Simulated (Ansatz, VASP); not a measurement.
# Al47N47O (V_Al-O_N): VASP beside Ansatz, part 2 of 2

Wanted: the spread between two codes on one cell, functional and k mesh. Of the first pair: The cell is taken from a series of runs on this material, whose earlier steps may have relaxed, scaled, displaced or heated it; both programs get it as it stands.

VASP 6.6.1 and Ansatz 0.2.0.

So far. Step 3 (VASP: single point, PBE, pair 1): The run ends at a pressure of 0.05 GPa, with forces up to 0.020 eV/Å.

## 5. Ansatz: relaxation, PBE

Level of this step: Ansatz beside VASP: Kohn-Sham DFT, plane waves, PBE (Ansatz).

The two programs are compared at the cell with which this relaxation starts, whose forces are those of its first step.

The structure compared here is the start of the Ansatz relaxation; VASP solves that cell, so the two are compared at the walk's first step.

Contents of input.yaml:

```yaml
crystal:
  lattice:
    - [9.39088498, 5.42182997, 0.0]
    - [-9.39088498, 5.42182997, 0.0]
    - [0.0, 0.0, 10.03558267]
  atoms:
    - { symbol: Al, position: [0.0, 0.16666667, 0.25010949] }
    - { symbol: Al, position: [0.16666667, 0.0, 0.25010949] }
    - { symbol: Al, position: [0.33333333, 0.33333333, 0.25010949] }
    - { symbol: Al, position: [0.0, 0.33333333, 0.50010948] }
    - { symbol: Al, position: [0.16666667, 0.16666667, 0.50010948] }
    - { symbol: Al, position: [0.33333333, 0.0, 0.50010948] }
    - { symbol: "N", position: [0.0, 0.33333333, 0.19088552] }
    - { symbol: "N", position: [0.16666667, 0.16666667, 0.19088552] }
    - { symbol: "N", position: [0.33333333, 0.0, 0.19088552] }
    - { symbol: "N", position: [0.0, 0.16666667, 0.44088552] }
    - { symbol: "N", position: [0.16666667, 0.0, 0.44088552] }
    - { symbol: "N", position: [0.33333333, 0.33333333, 0.44088552] }
    - { symbol: Al, position: [0.0, 0.16666667, 0.75010949] }
    - { symbol: Al, position: [0.16666667, 0.0, 0.75010949] }
    - { symbol: Al, position: [0.33333333, 0.33333333, 0.75010949] }
    - { symbol: Al, position: [0.0, 0.33333333, 1.00010948] }
    - { symbol: Al, position: [0.16666667, 0.16666667, 1.00010948] }
    - { symbol: Al, position: [0.33333333, 0.0, 1.00010948] }
    - { symbol: "N", position: [0.0, 0.33333333, 0.69088552] }
    - { symbol: "N", position: [0.16666667, 0.16666667, 0.69088552] }
    - { symbol: "N", position: [0.33333333, 0.0, 0.69088552] }
    - { symbol: "N", position: [0.0, 0.16666667, 0.94088552] }
    - { symbol: "N", position: [0.16666667, 0.0, 0.94088552] }
    - { symbol: "N", position: [0.33333333, 0.33333333, 0.94088552] }
    - { symbol: Al, position: [0.0, 0.66666667, 0.25010949] }
    - { symbol: Al, position: [0.16666667, 0.5, 0.25010949] }
    - { symbol: Al, position: [0.33333333, 0.83333333, 0.25010949] }
    - { symbol: Al, position: [0.0, 0.83333333, 0.50010948] }
    - { symbol: Al, position: [0.16666667, 0.66666667, 0.50010948] }
    - { symbol: Al, position: [0.33333333, 0.5, 0.50010948] }
    - { symbol: "N", position: [0.0, 0.83333333, 0.19088552] }
    - { symbol: "N", position: [0.16666667, 0.66666667, 0.19088552] }
    - { symbol: "N", position: [0.33333333, 0.5, 0.19088552] }
    - { symbol: "N", position: [0.0, 0.66666667, 0.44088552] }
    - { symbol: "N", position: [0.16666667, 0.5, 0.44088552] }
    - { symbol: "N", position: [0.33333333, 0.83333333, 0.44088552] }
    - { symbol: Al, position: [0.0, 0.66666667, 0.75010949] }
    - { symbol: Al, position: [0.16666667, 0.5, 0.75010949] }
    - { symbol: Al, position: [0.33333333, 0.83333333, 0.75010949] }
    - { symbol: Al, position: [0.0, 0.83333333, 1.00010948] }
    - { symbol: Al, position: [0.16666667, 0.66666667, 1.00010948] }
    - { symbol: Al, position: [0.33333333, 0.5, 1.00010948] }
    - { symbol: "N", position: [0.0, 0.83333333, 0.69088552] }
    - { symbol: "N", position: [0.16666667, 0.66666667, 0.69088552] }
    - { symbol: "N", position: [0.33333333, 0.5, 0.69088552] }
    - { symbol: "N", position: [0.0, 0.66666667, 0.94088552] }
    - { symbol: "N", position: [0.16666667, 0.5, 0.94088552] }
    - { symbol: "N", position: [0.33333333, 0.83333333, 0.94088552] }
    - { symbol: Al, position: [0.5, 0.16666667, 0.25010949] }
    - { symbol: Al, position: [0.66666667, 0.0, 0.25010949] }
    - { symbol: Al, position: [0.83333333, 0.33333333, 0.25010949] }
    - { symbol: Al, position: [0.5, 0.33333333, 0.50010948] }
    - { symbol: Al, position: [0.66666667, 0.16666667, 0.50010948] }
    - { symbol: Al, position: [0.83333333, 0.0, 0.50010948] }
    - { symbol: "N", position: [0.5, 0.33333333, 0.19088552] }
    - { symbol: "N", position: [0.66666667, 0.16666667, 0.19088552] }
    - { symbol: "N", position: [0.83333333, 0.0, 0.19088552] }
    - { symbol: "N", position: [0.5, 0.16666667, 0.44088552] }
    - { symbol: "N", position: [0.66666667, 0.0, 0.44088552] }
    - { symbol: "N", position: [0.83333333, 0.33333333, 0.44088552] }
    - { symbol: Al, position: [0.5, 0.16666667, 0.75010949] }
    - { symbol: Al, position: [0.66666667, 0.0, 0.75010949] }
    - { symbol: Al, position: [0.83333333, 0.33333333, 0.75010949] }
    - { symbol: Al, position: [0.5, 0.33333333, 1.00010948] }
    - { symbol: Al, position: [0.66666667, 0.16666667, 1.00010948] }
    - { symbol: Al, position: [0.83333333, 0.0, 1.00010948] }
    - { symbol: "N", position: [0.5, 0.33333333, 0.69088552] }
    - { symbol: "N", position: [0.66666667, 0.16666667, 0.69088552] }
    - { symbol: "N", position: [0.83333333, 0.0, 0.69088552] }
    - { symbol: "N", position: [0.5, 0.16666667, 0.94088552] }
    - { symbol: "N", position: [0.66666667, 0.0, 0.94088552] }
    - { symbol: "N", position: [0.83333333, 0.33333333, 0.94088552] }
    - { symbol: Al, position: [0.5, 0.66666667, 0.25010949] }
    - { symbol: Al, position: [0.66666667, 0.5, 0.25010949] }
    - { symbol: Al, position: [0.83333333, 0.83333333, 0.25010949] }
    - { symbol: Al, position: [0.5, 0.83333333, 0.50010948] }
    - { symbol: Al, position: [0.83333333, 0.5, 0.50010948] }
    - { symbol: "N", position: [0.5, 0.83333333, 0.19088552] }
    - { symbol: "N", position: [0.66666667, 0.66666667, 0.19088552] }
    - { symbol: "N", position: [0.83333333, 0.5, 0.19088552] }
    - { symbol: O, position: [0.5, 0.66666667, 0.44088552] }
    - { symbol: "N", position: [0.66666667, 0.5, 0.44088552] }
    - { symbol: "N", position: [0.83333333, 0.83333333, 0.44088552] }
    - { symbol: Al, position: [0.5, 0.66666667, 0.75010949] }
    - { symbol: Al, position: [0.66666667, 0.5, 0.75010949] }
    - { symbol: Al, position: [0.83333333, 0.83333333, 0.75010949] }
    - { symbol: Al, position: [0.5, 0.83333333, 1.00010948] }
    - { symbol: Al, position: [0.66666667, 0.66666667, 1.00010948] }
    - { symbol: Al, position: [0.83333333, 0.5, 1.00010948] }
    - { symbol: "N", position: [0.5, 0.83333333, 0.69088552] }
    - { symbol: "N", position: [0.66666667, 0.66666667, 0.69088552] }
    - { symbol: "N", position: [0.83333333, 0.5, 0.69088552] }
    - { symbol: "N", position: [0.5, 0.66666667, 0.94088552] }
    - { symbol: "N", position: [0.66666667, 0.5, 0.94088552] }
    - { symbol: "N", position: [0.83333333, 0.83333333, 0.94088552] }
  host:
    repeats: [2, 2, 2]
    atoms:
      - { symbol: Al, position: [0.0, 0.33333333, 0.50021897] }
      - { symbol: Al, position: [0.33333333, 0.0, 0.50021897] }
      # ... 10 more atoms of the perfect host
basis:
  ecutwfc: 420
  xc_grid: 2
hamiltonian:
  xc: pbe
kpoints:
  mp_grid: { grid: [1, 1, 1] }
magnetization:
  spin_polarized: true
  initial_magnetization: 2
  spin_locking: { lock_magnetization: hard }
scf:
  occupations: { method: fermi_dirac, width: 0.01 }
  max_iter: 80
output:
  forces: true
  charged_corrections:
    epsilon: [4.48, 4.48, 4.7]
    static_epsilon: [8.29, 8.29, 9.84]
    defect_position: [0.583333, 0.666667, 0.470497]
relax:
  f_tol: 0.01
  max_steps: 80
  random_displacement: { amplitude: 0.05, seed: 9179 }
checkpoint:
  write: "../q0_M2.relax_smeared.run"
  compress: false
  write_wavefunctions: true
  write_every: 100000
```

On the command line:

```
ansatz run input.yaml --threads 4 --pin off --max-ram 9420MiB --backend cpu --events-out ev --progress --plain --runs-dir out
```

Numbers of over 12 decimals in the logs are rounded to 6 here.

The log of the run:

```text
[...]
Crystal: 95 atoms, lattice volume = 1021.939 Å³
Basis set: ecut = 420 eV, 20001 PW (Γ), exchange–correlation on 150×150×144 points (8 copies of the dense FFT grid, shifted against one another)
Bands: 287, of which v1, the nominal top of the filled ones, is band 191 counted from 1 (190 counted from 0)
Symmetry: 1 space group operations
k-points: 1
[...]
Starting moments: Σ|m| = 2 μB on 95 of 95 sites
[...]
- { symbol: N, position: [0.167223, 0.166917, 0.690265] }
[...]
- { symbol: O, position: [0.475735, 0.666364, 0.430841] }
[...]
- { symbol: Al, position: [0.835715, 0.834614, 0.748784] }
    - { symbol: Al, position: [0.499837, 0.833453, 1.000395] }
    - { symbol: Al, position: [0.666742, 0.666378, 0.997296] }
    - { symbol: Al, position: [0.833888, 0.499480, 0.999429] }
[...]
- { symbol: N, position: [0.834741, 0.499288, 0.691353] }
    - { symbol: N, position: [0.498364, 0.666372, 0.941775] }
    - { symbol: N, position: [0.666870, 0.498402, 0.941453] }
    - { symbol: N, position: [0.834840, 0.834340, 0.941454] }
```

## 6. VASP: single point, PBE, start cell, pair 2

The same cell, functional, mesh and smearing now go to VASP, with its own data sets.

Contents of INCAR:

```
SYSTEM = Al47N47O
PREC = Accurate
ENCUT = 520
EDIFF = 1E-06
NELM = 200
ISMEAR = -1
SIGMA = 0.01
LREAL = Auto
ALGO = Normal
GGA = PE
NBANDS = 264
ISPIN = 2
MAGMOM = -0 0 0 0 0 0 -0 -0 0 0 -0 0 0 0 0 -0 0 -0 0 0 0 0 -0 0 -0 0 0 -0 0 -0 -0 0 -0 0 -0 0 -0 0 0 -0 -0 -0 -0 -0 0 -0 0 0 0 0 0.03 0.02 0 0 0 0 0 0 0 0.01 0 0 0 0 0 -0 0 0 0 0 0 0.01 0 0.01 0.03 0 0.02 -0 0 -0 0 0 0 0 0.01 0.01 0.39 0.39 0 0.36 -0 0.03 0.03 0.03 0
LORBIT = 11
LWAVE = .FALSE.
LCHARG = .FALSE.
ISIF = 2
NUPDOWN = 2
LASPH = .TRUE.
GGA_COMPAT = .FALSE.
NCORE = 2
```

Contents of POSCAR:

```
Al47N47O
1.0
    9.3908849774      5.4218299696      0.0000000000
   -9.3908849774      5.4218299696      0.0000000000
    0.0000000000      0.0000000000     10.0355826742
Al N O
47 47 1
Direct
    0.9976639345      0.1615206960      0.2488568010
    0.1633670327      0.0016364818      0.2517465186
    0.3321645285      0.3370831278      0.2514110124
[... 5 atom lines left out ...]
    0.3342122209      0.3364993323      0.7540423158
[... 4 atom lines left out ...]
    0.1711867869      0.5006365680      0.2520728574
    0.3312814409      0.8289823510      0.2529779368
    0.9949365847      0.8295289601      0.5008041051
    0.1634726845      0.6649540690      0.5040936998
    0.3288046641      0.4979912747      0.4975040476
[... 1 atom line left out ...]
    0.1680374965      0.4963051738      0.7492279466
    0.3347616590      0.8328476234      0.7454882534
[... 4 atom lines left out ...]
    0.6676046780      0.0048852415      0.2489769733
[... 1 atom line left out ...]
    0.5004867141      0.3317114598      0.4955758087
[... 1 atom line left out ...]
    0.8354008856      0.9977382990      0.4972110900
[... 1 atom line left out ...]
    0.6647739087      0.9948006298      0.7508632278
[... 4 atom lines left out ...]
    0.4964240435      0.6665666875      0.2533187242
    0.6710385566      0.5000225124      0.2517288813
    0.8302791588      0.8280340030      0.2499052702
    0.4977399699      0.8336000095      0.4958582039
    0.8340393225      0.5049115558      0.4997558351
    0.4952330559      0.6633171080      0.7520678415
    0.6672696696      0.5047071418      0.7487518407
    0.8303590066      0.8285559816      0.7480028060
[... 1 atom line left out ...]
    0.6711400656      0.6703758139      0.0022932725
[... 6 atom lines left out ...]
    0.3368611223      0.3350598011      0.4371540888
[... 6 atom lines left out ...]
    0.9956321946      0.8309831779      0.1880419963
[... 1 atom line left out ...]
    0.3330016103      0.4952501101      0.1904459424
    0.0042940923      0.6681041608      0.4380414314
    0.1636728269      0.4957063901      0.4380850761
    0.3357346902      0.8369584845      0.4372922971
    0.9999438725      0.8303995770      0.6870173087
[... 1 atom line left out ...]
    0.3309937321      0.4985579184      0.6953513539
[... 3 atom lines left out ...]
    0.5009839675      0.3378440713      0.1886229292
[... 1 atom line left out ...]
    0.8284372623      0.9983892935      0.1926217005
[... 1 atom line left out ...]
    0.6634225054      0.0018678154      0.4397076028
[... 1 atom line left out ...]
    0.5035490164      0.3335305353      0.6875855866
[... 1 atom line left out ...]
    0.8322025644      0.9978013319      0.6954229990
[... 3 atom lines left out ...]
    0.5042196438      0.8374345653      0.1930306453
    0.6674261711      0.6624860616      0.1906926645
    0.8286390272      0.4963868478      0.1889736811
    0.6621504379      0.4998793630      0.4421617702
    0.8321560172      0.8284309157      0.4422578284
    0.5034784598      0.8353114028      0.6946486543
    0.6716108629      0.6708436296      0.6907302969
    0.8383927598      0.5011154949      0.6906150071
    0.5032582760      0.6681047206      0.9448204761
[... 2 atom lines left out ...]
    0.4989683822      0.6679842953      0.4364171112
```

Contents of KPOINTS:

```
Automatic mesh
0
Gamma
1 1 1
0 0 0
```

The projector-augmented-wave data sets are Al, N and O (PBE family, release 64).

On the command line:

```
mpirun -np 8 vasp_gam
```

The log of the run:

```text
[... set-up lines as in an earlier step ...]
 entering main loop
       N       E                     dE             d eps       ncg     rms          rms(c)
DAV:   1     0.269162924092E+04    0.26916E+04   -0.20266E+05  1064   0.139E+03
DAV:   2    -0.513535156511E+03   -0.32052E+04   -0.30129E+04  1384   0.312E+02
DAV:   3    -0.802887034940E+03   -0.28935E+03   -0.28628E+03  1272   0.974E+01
DAV:   4    -0.808900123035E+03   -0.60131E+01   -0.59903E+01  1264   0.154E+01
[...]
DAV:  16    -0.699742737533E+03   -0.97198E-05   -0.58656E-05  1352   0.146E-02    0.158E-02
DAV:  17    -0.699742740419E+03   -0.28861E-05   -0.14535E-05  1160   0.861E-03    0.683E-03
DAV:  18    -0.699742740847E+03   -0.42784E-06   -0.28299E-06   968   0.362E-03
   1 F= -.69974274E+03 E0= -.69974274E+03  d E =-.164639E-11  mag=     2.0000
```

Parts of OUTCAR (step 6):

```text
  FREE ENERGIE OF THE ION-ELECTRON SYSTEM (eV)
  ---------------------------------------------------
  free  energy   TOTEN  =      -699.7427408465 eV

  energy  without entropy=     -699.7427408465  energy(sigma->0) =     -699.74274085

 magnetization (x)
# of ion       s       p       d       tot
------------------------------------------
    1       -0.000  -0.000   0.000  -0.000
    2       -0.000   0.000   0.000  -0.000
    3       -0.000  -0.000   0.000  -0.000
    4       -0.000   0.002   0.000   0.001
    5       -0.000   0.000   0.000   0.000
    6       -0.000   0.002   0.000   0.002
    7       -0.000  -0.000   0.000  -0.000
    8       -0.000  -0.000   0.000  -0.000
    9        0.000  -0.000   0.000   0.000
   10        0.000   0.000   0.000   0.000
   11       -0.000   0.000   0.000  -0.000
   12        0.000   0.000   0.000   0.000
   13       -0.000  -0.000   0.000  -0.000
[...]
--------------------------------------------------
tot          0.064   1.285   0.000   1.349
```

The run ends at a pressure of -0.22 GPa, with forces up to 2.3 eV/Å.

## 7. Comparison

Forces on 8 of the 95 atoms, those with the largest forces and the largest differences (eV/Å; atoms numbered as in POSCAR):

| atom | Ansatz x, y, z | VASP x, y, z |
| --- | --- | --- |
| Al9 | 1.549, -0.759, -0.663 | 1.542, -0.757, -0.663 |
| Al37 | 1.469, 0.731, -0.719 | 1.473, 0.733, -0.735 |
| N62 | -1.465, 1.077, -0.044 | -1.470, 1.079, -0.043 |
| N79 | 1.886, 0.667, -0.708 | 1.893, 0.670, -0.710 |
| N87 | 1.944, 0.158, -0.587 | 1.959, 0.153, -0.594 |
| N89 | 0.123, -1.556, -1.345 | 0.122, -1.557, -1.348 |
| N90 | -0.582, -1.552, 1.228 | -0.579, -1.558, 1.238 |
| O95 | -1.847, -1.399, 0.177 | -1.862, -1.407, 0.181 |

The forces differ by 3.4 meV/Å r.m.s., which is 0.5 % of the r.m.s. force of 0.730 eV/Å (both taken over all components). Moments aren't recorded for both runs of this pair, so they may hold unlike magnetic states.

## 8. Ansatz: relaxation, PBE

This run makes the geometry at which the two programs are then compared.

The structure compared here is the end of the Ansatz relaxation.

This is the run of step 5 again, met here at its other cell.

## 9. VASP: single point, PBE, relaxed atoms in a fixed cell, pair 3

The same cell, functional, mesh and smearing now go to VASP, with its own data sets.

INCAR is that of step 6.

Contents of POSCAR:

```
Al47N47O
1.0
    9.3908849795      5.4218299708      0.0000000000
   -9.3908849790      5.4218299700      0.0000000000
    0.0000000000      0.0000000000     10.0355826700
Al N O
47 47 1
Direct
    0.9991225799      0.1657618074      0.2497488184
    0.1659843872      0.9992311955      0.2499065660
    0.3331993854      0.3326620846      0.2492681279
[... 5 atom lines left out ...]
    0.3338396759      0.3337324494      0.7494434401
[... 4 atom lines left out ...]
    0.1658132970      0.4993391935      0.2498597459
    0.3328481549      0.8334151948      0.2498589694
    0.0016331132      0.8322977603      0.5012697397
    0.1667051818      0.6663868207      0.4996754821
    0.3310734706      0.4991914546      0.4987753711
[... 1 atom line left out ...]
    0.1670510032      0.5000351826      0.7494919904
    0.3333970927      0.8327245216      0.7495018427
[... 4 atom lines left out ...]
    0.6669079340      0.0000808414      0.2492979267
[... 1 atom line left out ...]
    0.4983840772      0.3325166183      0.5014926180
[... 1 atom line left out ...]
    0.8322496810      0.0001755093      0.5014994368
[... 1 atom line left out ...]
    0.6664820277      0.9990273320      0.7494549998
[... 4 atom lines left out ...]
    0.4988964895      0.6663695299      0.2483174734
    0.6667254478      0.5007423582      0.2489103905
    0.8323429856      0.8319794785      0.2490272381
    0.4982770275      0.8335506306      0.4987912964
    0.8357906178      0.5004893951      0.5012967047
    0.4996251537      0.6663771529      0.7503266324
    0.6674704420      0.4981439742      0.7487971088
    0.8357154961      0.8346138522      0.7487840005
[... 1 atom line left out ...]
    0.6667417560      0.6663779032      0.9972964879
[... 6 atom lines left out ...]
    0.3337611553      0.3350830217      0.4403087104
[... 6 atom lines left out ...]
    0.9999847252      0.8326024374      0.1896743669
[... 1 atom line left out ...]
    0.3328860064      0.4993573730      0.1912080959
    0.0009792900      0.6663868613      0.4405447172
    0.1651183670      0.4990316813      0.4406469473
    0.3324842576      0.8337309517      0.4406475283
    0.0018437508      0.8334775508      0.6913415140
[... 1 atom line left out ...]
    0.3344500694      0.5010705646      0.6882324337
[... 3 atom lines left out ...]
    0.4993636151      0.3330040430      0.1895279867
[... 1 atom line left out ...]
    0.8327278012      0.9997225751      0.1895731048
[... 1 atom line left out ...]
    0.6650584331      0.9976721156      0.4403306509
[... 1 atom line left out ...]
    0.4995338400      0.3321733683      0.6913567008
[... 1 atom line left out ...]
    0.8337393785      0.0005876856      0.6913826557
[... 3 atom lines left out ...]
    0.4998966685      0.8333830127      0.1912193907
    0.6647552790      0.6663620190      0.1910648519
    0.8337640768      0.5001318000      0.1896639751
    0.6674575193      0.4821289389      0.4351415271
    0.8515748301      0.8504961414      0.4352194848
    0.4997550645      0.8316790983      0.6882469556
    0.6678461664      0.6663815156      0.7122478703
    0.8347406376      0.4992883071      0.6913527746
    0.4983635599      0.6663717982      0.9417749600
[... 2 atom lines left out ...]
    0.4757345424      0.6663637800      0.4308414685
```

KPOINTS is that of step 6.

On the command line:

```
mpirun -np 8 vasp_gam
```

The log of the run:

```text
[... set-up lines as in an earlier step ...]
 entering main loop
       N       E                     dE             d eps       ncg     rms          rms(c)
DAV:   1     0.269581230135E+04    0.26958E+04   -0.20278E+05  1064   0.139E+03
DAV:   2    -0.515402123106E+03   -0.32112E+04   -0.30152E+04  1376   0.313E+02
DAV:   3    -0.806005751348E+03   -0.29060E+03   -0.28755E+03  1256   0.974E+01
DAV:   4    -0.812117276631E+03   -0.61115E+01   -0.60856E+01  1288   0.155E+01
[...]
DAV:  17    -0.702988856857E+03   -0.55918E-05   -0.23272E-05  1176   0.105E-02    0.899E-03
DAV:  18    -0.702988857905E+03   -0.10487E-05   -0.42196E-06  1224   0.440E-03    0.551E-03
DAV:  19    -0.702988857818E+03    0.87442E-07   -0.13754E-06   720   0.249E-03
   1 F= -.70298886E+03 E0= -.70298886E+03  d E =-.327053E-11  mag=     2.0000
```

From OUTCAR (step 9):

```text
  FREE ENERGIE OF THE ION-ELECTRON SYSTEM (eV)
  ---------------------------------------------------
  free  energy   TOTEN  =      -702.9888578179 eV

  energy  without entropy=     -702.9888578179  energy(sigma->0) =     -702.98885782

[... 1 part as in an earlier step ...]
```

The run ends at a pressure of 0.05 GPa, with forces up to 0.020 eV/Å.

## 10. Differences

Both answers:

| quantity | Ansatz | VASP | difference |
| --- | --- | --- | --- |
| total moment, fixed by the input (μB) | 2.00 | 2.00 | 0.00 |
| moment on N87 (μB) | 0.39 | 0.38 | +0.01 |
| moment on N88 (μB) | 0.39 | 0.38 | +0.01 |
| moment on N90 (μB) | 0.36 | 0.34 | +0.01 |

The largest component of a force difference here is 13 meV/Å.

## 11. Results

```
difference in moment on N87 (single point, PBE, pair 1)                                : 0.014 μB
r.m.s. force difference (single point, PBE, start cell, pair 2)                        : 0.46 % of the r.m.s. force
difference in moment on N87 (single point, PBE, relaxed atoms in a fixed cell, pair 3) : 0.014 μB
```

What this shows: The r.m.s. force difference is 0.46 % of the r.m.s. force (single point, PBE, start cell, pair 2), within the 3 % picked in this series as the mark of a large difference. Such differences can come from data sets, numerical settings and the points named under the comparisons, not from the functional's error against experiment.

[Lines on the potential files, build, host, timing and source positions are cut from VASP's logs without a mark.]

[Logs are printed without paths, hosts, clocks, repeated set-up lines and the standing remarks that a program may print on its own settings, such as how far it seeks lower states.]

[Hosts, paths, dates, database ids (printed as entryN), source tags and the programs' standing remarks are cut or masked in the printed files.]
